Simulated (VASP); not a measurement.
# ZnSe (F-43m) in VASP: further runs

The runs below take ZnSe through relaxation of cell and atoms, with PBE.

Program: VASP 6.6.1. These are calculated values, not measurements. Logs are shortened: lines on timing, memory, paths and dates and some standing lists are left out, and cuts for length are marked.

## 1. The crystal as given

Symmetry: F-43m, No. 216, cubic system. Conventional cell: a = 5.668 Å, b = 5.668 Å, c = 5.668 Å, α = 90.00°, β = 90.00°, γ = 90.00°. Zn (site symmetry -43m) has 4 Se at 2.45 Å as nearest neighbours. Se (site symmetry -43m) has 4 Zn at 2.45 Å as nearest neighbours.

## 2. Relaxation of cell and atoms, PBE

INCAR reads:

```
ALGO = Normal
EDIFF = 1E-7
EDIFFG = -0.002
ENCUT = 520
GGA = PE
IBRION = 2
ISIF = 3
ISMEAR = 0
LASPH = T
LCHARG = F
LREAL = F
LWAVE = F
NELM = 80
NSW = 80
PREC = Accurate
SIGMA = 0.02
```

KPOINTS reads:

```
k-points
0
Gamma
  6 6 6
```

POSCAR reads:

```
ZnSe
1.0
    0.0000000000      2.8338000000      2.8338000000
    2.8338000000      0.0000000000      2.8338000000
    2.8338000000      2.8338000000      0.0000000000
Zn Se
1 1
Direct
    0.0000000000      0.0000000000      0.0000000000
    0.2500000000      0.2500000000      0.2500000000
```

Potentials or basis: VASP PAW PBE potentials, release 64 (Zn, Se).

The run is started by

```sh
> cat potpaw_PBE.64/Zn/POTCAR potpaw_PBE.64/Se/POTCAR > POTCAR
> mpirun -np 1 vasp_std > vasp.out
```

OUTCAR:

```text
EDIFF = 1E-7
   EDIFFG = -0.002
   ENCUT = 520
   GGA = PE
   IBRION = 2
   ISIF = 3
   ISMEAR = 0
   LASPH = T
   LREAL = F
   NELM = 80
   NSW = 80
   PREC = Accurate

 ion  position               nearest neighbor table
   1  0.000  0.000  0.000-   2 2.45   2 2.45   2 2.45   2 2.45
   2  0.250  0.250  0.250-   1 2.45   1 2.45   1 2.45   1 2.45

  LATTYP: Found a face centered cubic cell.
 ALAT       =     5.6676000000

  Lattice vectors:

 A1 = (   0.0000000000,   2.8338000000,   2.8338000000)
 A2 = (   2.8338000000,   0.0000000000,   2.8338000000)
 A3 = (   2.8338000000,   2.8338000000,   0.0000000000)

Analysis of symmetry for initial positions (statically):
=====================================================================
 Subroutine PRICEL returns:
 Original cell was already a primitive cell.

 Routine SETGRP: Setting up the symmetry group for a
 face centered cubic supercell.

 Subroutine GETGRP returns: Found 24 space group operations
 (whereof 24 operations were pure point group operations)
 out of a pool of 48 trial point group operations.

The static configuration has the point symmetry T_d .

Analysis of symmetry for dynamics (positions and initial velocities):
=====================================================================
 Subroutine PRICEL returns:
 Original cell was already a primitive cell.

 Routine SETGRP: Setting up the symmetry group for a
 face centered cubic supercell.

 Subroutine GETGRP returns: Found 24 space group operations
 (whereof 24 operations were pure point group operations)
 out of a pool of 48 trial point group operations.

The dynamic configuration has the point symmetry T_d .

 Subroutine INISYM returns: Found 24 space group operations
 (whereof 24 operations are pure point group operations),
 and found     1 'primitive' translations

----------------------------------------------------------------------------------------

                                     Primitive cell

  volume of cell :      45.5132

  direct lattice vectors                    reciprocal lattice vectors
     0.000000000  2.833800000  2.833800000    -0.176441527  0.176441527  0.176441527
     2.833800000  0.000000000  2.833800000     0.176441527 -0.176441527  0.176441527
     2.833800000  2.833800000  0.000000000     0.176441527  0.176441527 -0.176441527

  length of vectors
     4.007598393  4.007598393  4.007598393     0.305605690  0.305605690  0.305605690

  position of ions in fractional coordinates (direct lattice)
     0.000000000  0.000000000  0.000000000
     0.250000000  0.250000000  0.250000000

  ion indices of the primitive-cell ions
   primitive index   ion index
                 1           1
                 2           2

----------------------------------------------------------------------------------------

 KPOINTS: k-points

Automatic generation of k-mesh.
 Grid dimensions read from file:
 generate k-points for:    6    6    6

 Generating k-lattice:

  Cartesian coordinates                     Fractional coordinates (reciprocal lattice)
    -0.029406921  0.029406921  0.029406921     0.166666667  0.000000000  0.000000000
     0.029406921 -0.029406921  0.029406921     0.000000000  0.166666667  0.000000000
     0.029406921  0.029406921 -0.029406921     0.000000000  0.000000000  0.166666667

  Length of vectors
     0.050934282  0.050934282  0.050934282

  Shift w.r.t. Gamma in fractional coordinates (k-lattice)
     0.000000000  0.000000000  0.000000000

 Subroutine IBZKPT returns following result:
 ===========================================

 Found     16 irreducible k-points:

 Following reciprocal coordinates:
            Coordinates               Weight
  0.000000  0.000000  0.000000      1.000000
  0.166667  0.000000  0.000000      8.000000
  0.333333  0.000000  0.000000      8.000000
  0.500000  0.000000  0.000000      4.000000
  0.166667  0.166667  0.000000      6.000000
  0.333333  0.166667  0.000000     24.000000
[... 8 lines left out ...]
 -0.333333  0.333333  0.166667     24.000000
 -0.333333  0.500000  0.166667     12.000000
   k-points           NKPTS =     16   k-points in BZ     NKDIM =     16   number of bands    NBANDS=     13
   number of dos      NEDOS =    301   number of ions     NIONS =      2
   total plane-waves  NPLWV =  27000
   dimension x,y,z NGX =    30 NGY =   30 NGZ =   30
   dimension x,y,z NGXF=    60 NGYF=   60 NGZF=   60
   ions per type =               1   1
   NGX,Y,Z   is equivalent  to a cutoff of  12.44, 12.44, 12.44 a.u.
   NGXF,Y,Z  is equivalent  to a cutoff of  24.89, 24.89, 24.89 a.u.
 SYSTEM =  unknown system
   PREC   = accura    normal or accurate (medium, high low for compatibility)
   ISTART =      0    job   : 0-new  1-cont  2-samecut
   ICHARG =      2    charge: 1-file 2-atom 10-const
   ISPIN  =      1    spin polarized calculation?
   LNONCOLLINEAR =      F non collinear calculations
   LSORBIT =      F    spin-orbit coupling
   LASPH  =      T    aspherical Exc in radial PAW
   ENCUT  =  520.0 eV  38.22 Ry    6.18 a.u.   7.45  7.45  7.45*2*pi/ulx,y,z
   NELM   =     80;   NELMIN=  2; NELMDL= -5     # of ELM steps
   EDIFF  = 0.1E-06   stopping-criterion for ELM
   LREAL  =      F    real-space projection
   EDIFFG = -.2E-02   stopping-criterion for IOM
   NSW    =     80    number of steps for IOM
   IBRION =      2    ionic relax: 0-MD 1-quasi-New 2-CG
   NFREE  =      1    steps in history (QN), initial steepest desc. (CG)
   ISIF   =      3    stress and relaxation
   ISYM   =      2    0-nonsym 1-usesym 2-fastsym
   POTIM  = 0.5000    time-step for ionic-motion
   TEBEG  =    0.0;   TEEND  =   0.0 temperature during run
   PSTRESS=    0.0 pullay stress
   NELECT =      18.0000    total number of electrons
   NUPDOWN=      -1.0000    fix difference up-down
   EMIN   =  10.00;   EMAX   =-10.00  energy-range for DOS
   EFERMI =   0.00;   METHOD = LEGACY
   ISMEAR =     0;   SIGMA  =   0.02  broadening in eV -4-tet -1-fermi 0-gaus
   EFERMI_NEDOS =   21; number of points for ismear=-14 and -15
   IALGO  =     38    algorithm
   IMIX   =      4    mixing-type and parameters
     AMIX     =   0.40;   BMIX     =  1.00
     AMIX_MAG =   1.60;   BMIX_MAG =  1.00
  volume/ion in A,a.u.               =      22.76       153.57
  Fermi-wavevector in a.u.,A,eV,Ry     =   1.201673  2.270834 19.647073  1.444019
  Thomas-Fermi vector in A             =   2.337476
   LORBIT       =      0    0 simple, 1 ext, 2 COOP (PROOUT), +10 PAW based schemes
   GGA     = PE    functional components
   LHFCALC =     F    Hartree Fock is set to
   AEXX    =    0.0000 exact exchange contribution
   IVDW    =     0    specifies the selected vdW correction
   LEPSILON=     F    determine dielectric tensor
   LRPA    =     F    only Hartree local field effects (RPA)
 conjugate gradient relaxation of ions
 non-spin polarized calculation
 Gauss-broadening in eV      SIGMA  =   0.02
  energy-cutoff  :      520.00
  volume of cell :       45.51
 maximum number of plane-waves:      1243
 NGX is ok and might be reduce to    30
   NGX = 15   NGY = 15   NGZ = 15

--------------------------------------- Ionic step        1  -------------------------------------------

 number of electron      18.0000012 magnetization

 Free energy of the ion-electron system (eV)
  ---------------------------------------------------
  ext. energy  EPLUGINS =         0.00000000
  ---------------------------------------------------
  free energy    TOTEN  =        -6.01491955 eV

  energy without entropy =       -6.01491955  energy(sigma->0) =       -6.01491955

------------------------ aborting loop because EDIFF is reached ----------------------------------------

  FORCE on cell =-STRESS in cart. coord.  units (eV):
  Direction    XX          YY          ZZ          XY          YZ          ZX
  --------------------------------------------------------------------------------------
  -------------------------------------------------------------------------------------
  Total        0.6763994      0.6763994      0.6763994      0.0000000     -0.0000000      0.0000000
  in kB       23.8109226     23.8109226     23.8109226      0.0000000     -0.0000000      0.0000000
  external PRESSURE =      23.8109226 kB  Pullay stress =       0.0000000 kB

 VOLUME and BASIS-vectors are now :
 -----------------------------------------------------------------------------
  energy-cutoff  :      520.00
  volume of cell :       45.51
      direct lattice vectors                 reciprocal lattice vectors
     0.000000000  2.833800000  2.833800000    -0.176441527  0.176441527  0.176441527
     2.833800000  0.000000000  2.833800000     0.176441527 -0.176441527  0.176441527
     2.833800000  2.833800000  0.000000000     0.176441527  0.176441527 -0.176441527
[... 37 lines left out ...]
 POSITION                                       TOTAL-FORCE (eV/Angst)
 -----------------------------------------------------------------------------------
      2.88004      2.88004      5.76007        -0.000000     -0.000000     -0.000000
      1.44002      1.44002      1.44002         0.000000      0.000000      0.000000
 -----------------------------------------------------------------------------------
    total drift:                               -0.000001     -0.000001     -0.000001

  FREE ENERGIE OF THE ION-ELECTRON SYSTEM (eV)
  ---------------------------------------------------
  free  energy   TOTEN  =        -6.0266290154 eV

  energy  without entropy=       -6.0266290154  energy(sigma->0) =       -6.02662902

--------------------------------------- Ionic step        3  -------------------------------------------

 number of electron      18.0000016 magnetization

 Free energy of the ion-electron system (eV)
  ---------------------------------------------------
  ext. energy  EPLUGINS =         0.00000000
  ---------------------------------------------------
  free energy    TOTEN  =        -6.02753149 eV

  energy without entropy =       -6.02753149  energy(sigma->0) =       -6.02753149

 E-fermi :   1.4350     XC(G=0):  -9.1473

 val. band max:        1.2978296993   @ k =   0.0000   0.0000   0.0000
 cond. band min:       2.4353203744   @ k =   0.0000   0.0000   0.0000
 fundamental gap:      1.1374906751
 Fermi energy:         1.4349645814

 k-point     1 :       0.0000    0.0000    0.0000
  band No.  band energies     occupation
      1     -11.7241      2.00000
      2      -5.1204      2.00000
      3      -5.1204      2.00000
      4      -5.1204      2.00000
      5      -4.7846      2.00000
      6      -4.7846      2.00000
      7       1.2978      2.00000
      8       1.2978      2.00000
      9       1.2978      2.00000
     10       2.4353      0.00000
     11       7.1055      0.00000
     12       7.1055      0.00000
     13       7.1055      0.00000

 k-point     2 :       0.1667    0.0000    0.0000
  band No.  band energies     occupation
      1     -11.5624      2.00000
      2      -5.1006      2.00000
      3      -5.0961      2.00000
      4      -5.0961      2.00000
      5      -4.7860      2.00000
      6      -4.7860      2.00000
      7      -0.5636      2.00000
      8       1.0622      2.00000
      9       1.0622      2.00000
     10       3.7166      0.00000
     11       7.1278      0.00000
[... 246 lines left out ...]
 POSITION                                       TOTAL-FORCE (eV/Angst)
 -----------------------------------------------------------------------------------
      0.00000      0.00000      0.00000         0.000000      0.000000      0.000000
      1.43498      1.43498      1.43498        -0.000000     -0.000000     -0.000000
 -----------------------------------------------------------------------------------
    total drift:                               -0.000001     -0.000001     -0.000001

  FREE ENERGIE OF THE ION-ELECTRON SYSTEM (eV)
  ---------------------------------------------------
  free  energy   TOTEN  =        -6.0275314887 eV

  energy  without entropy=       -6.0275314887  energy(sigma->0) =       -6.02753149

 reached required accuracy - stopping structural energy minimisation
```

It took 47 s on 1 thread of AMD EPYC 7R43 (Zen 3), shared host; peak memory 0.14 GiB.

Results:

| Property | Result |
| --- | --- |
| Free energy | -6.0275 eV |
| Relaxed volume | 23.64 Å³/atom |
| Relaxed cell | a = 4.059 Å, b = 4.059 Å, c = 4.059 Å, α = 60.00°, β = 60.00°, γ = 60.00° |
| Space group after relaxing (to 0.05 Å) | F-43m (No. 216) |
| Energy gained by relaxing | 6.3 meV/atom |
| Ionic steps | 3 |
| Pressure after relaxing | 0.0 GPa |
| Band gap on the k mesh | 1.14 eV, direct |

The path:
| step | energy change (eV) | largest force (eV/Å) | pressure (GPa) | volume (Å³) |
| --- | --- | --- | --- | --- |
| 1 | 0.0000 | 0.0000 | 2.38 | 45.51 |
| 2 | -0.0117 | 0.0000 | -0.57 | 47.78 |
| 3 | -0.0126 | 0.0000 | 0.01 | 47.28 |

Final structure:
```
Zn Se
1.0
     0.00000    2.86996    2.86996
     2.86996    0.00000    2.86996
     2.86996    2.86996    0.00000
Zn Se
1 1
Direct
  0.00000 0.00000 0.00000
  0.25000 0.25000 0.25000
```

PBE usually gives volumes a little too large and moduli too small. Zero-point motion and thermal expansion aren't in these numbers.

## 3. Relaxation of cell and atoms, PBE

This run uses another cell than the first one, of 23.64 Å³/atom, 1.039 times its volume.

INCAR is that of step 2.

KPOINTS is that of step 2.

POSCAR reads:

```
ZnSe                                    
1.0
   -0.0000000000      2.8699624986      2.8699624986
    2.8699624986      0.0000000000      2.8699624986
    2.8699624986      2.8699624986      0.0000000000
  Zn              Se            
     1     1
Direct
     0.0000000000000000    0.0000000000000000    0.0000000000000000
     0.2500000000000000    0.2500000000000000    0.2500000000000000
```

Potentials or basis: VASP PAW PBE potentials, release 64 (Zn, Se).

The run is started by

```sh
> cat potpaw_PBE.64/Zn/POTCAR potpaw_PBE.64/Se/POTCAR > POTCAR
> mpirun -np 1 vasp_std > vasp.out
```

Run time: 24 s. Hardware: 1 thread of AMD EPYC 7R43 (Zen 3), shared host; peak memory 0.13 GiB.

It converged, with:

| Quantity | Value |
| --- | --- |
| Free energy | -6.0276 eV |
| Relaxed volume | 23.65 Å³/atom |
| Relaxed cell | a = 4.059 Å, b = 4.059 Å, c = 4.059 Å, α = 60.00°, β = 60.00°, γ = 60.00° |
| Space group after relaxing (to 0.05 Å) | F-43m (No. 216) |
| Energy gained by relaxing | 0.0 meV/atom |
| Ionic steps | 2 |
| Pressure after relaxing | 0.0 GPa |
| Band gap on the k mesh | 1.14 eV, direct |

Final structure:
```
Zn Se
1.0
     0.00000    2.87042    2.87042
     2.87042    0.00000    2.87042
     2.87042    2.87042    0.00000
Zn Se
1 1
Direct
  0.00000 0.00000 0.00000
  0.25000 0.25000 0.25000
```

Levels at points of the mesh, in eV from the valence-band top:
| k point | band 6 | band 7 | band 8 | band 9 | band 10 | band 11 | band 12 | band 13 |
| --- | --- | --- | --- | --- | --- | --- | --- | --- |
| (0.00, 0.00, 0.00) | -6.08 | 0.00 | 0.00 | 0.00 | 1.14 | 5.81 | 5.81 | 5.81 |
| (0.50, 0.00, 0.00) | -5.94 | -4.99 | -0.81 | -0.81 | 2.47 | 6.38 | 6.38 | 8.46 |
| (0.50, 0.50, 0.00) | -5.92 | -4.59 | -2.05 | -2.05 | 3.07 | 3.45 | 10.46 | 10.98 |
